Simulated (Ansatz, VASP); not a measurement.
**HfB2: VASP beside Ansatz**

The input INCAR:

```
SYSTEM = HfB2
PREC = Accurate ; ENCUT = 520
EDIFF = 1E-7 ; ISMEAR = 0
SIGMA = 0.02 ; LREAL = .False.
LASPH = .True. ; NELM = 100
ALGO = Normal ; ISIF = 2
LWAVE = .False. ; LCHARG = .False.
GGA = PE ; NBANDS = 15
```

Contents of KPOINTS:

```
Automatic mesh
0
Gamma
  15 15 12
  0 0 0
```

Contents of POSCAR:

```
HfB2
1.0
    3.1400000000      0.0000000000      0.0000000000
   -1.5700000000      2.7193197679      0.0000000000
    0.0000000000      0.0000000000      3.4800000000
Hf B
1 2
Direct
    0.0000000000      0.0000000000      0.0287356322
    0.6666666667      0.3333333333      0.5000000000
    0.3333333333      0.6666666667      0.5000000000
```

Input for Ansatz:

```yaml
crystal:
  lattice:
    - [3.14, 0.0, 0.0]
    - [-1.57, 2.7193197679, 0.0]
    - [0.0, 0.0, 3.48]
  atoms:
    - { symbol: Hf, position: [0.0, 0.0, 0.0287356322] }
    - { symbol: B, position: [0.6666666667, 0.3333333333, 0.5] }
    - { symbol: B, position: [0.3333333333, 0.6666666667, 0.5] }
hamiltonian:
  xc: pbe
  pseudopotentials: { kind: paw }
kpoints:
  mp_grid: { grid: [15, 15, 12] }
scf:
  occupations: { method: gaussian, width: 0.02 }
  convergence: { dr2_threshold: 1.0e-09 }
basis:
  ecutwfc: 600
output:
  forces: true
  stress: true
```

Alike in both runs: task single point; functional PBE; k mesh 15 × 15 × 12; occupations gaussian, width 0.02 eV; no spin polarisation.

|  | VASP | Ansatz |
| --- | --- | --- |
| version | VASP 6.6.1 | Ansatz 0.2.0 |
| potentials or method | VASP PAW PBE potentials, release 64 (Hf_pv, B) | scalar-relativistic, plane waves, PAW |
| plane-wave cutoff (eV) | 520 | 600 |
| valence electrons in the cell | 16 | 32 |

|  | VASP | Ansatz | Ansatz less VASP |
| --- | --- | --- | --- |
| pressure (GPa) | 2.2 | 2.6 | +0.34 |
| largest component of the traceless stress (GPa) | 0.45 | 0.20 | -0.249 |
| rms of the force components (eV/Å) | 0.642 | 0.640 | -0.0018 |

Atom by atom the forces differ by 0.002 eV/Å (rms over components). The two sets of potentials don't hold the same shells in valence. Ansatz warned: «stress_scf_threshold_loose».

Caveats: forces of over 1 eV/Å show positions far from the minimum, so gaps and moduli don't describe the material at rest. The runs have no spin-orbit coupling, so splittings on Hf are missing.
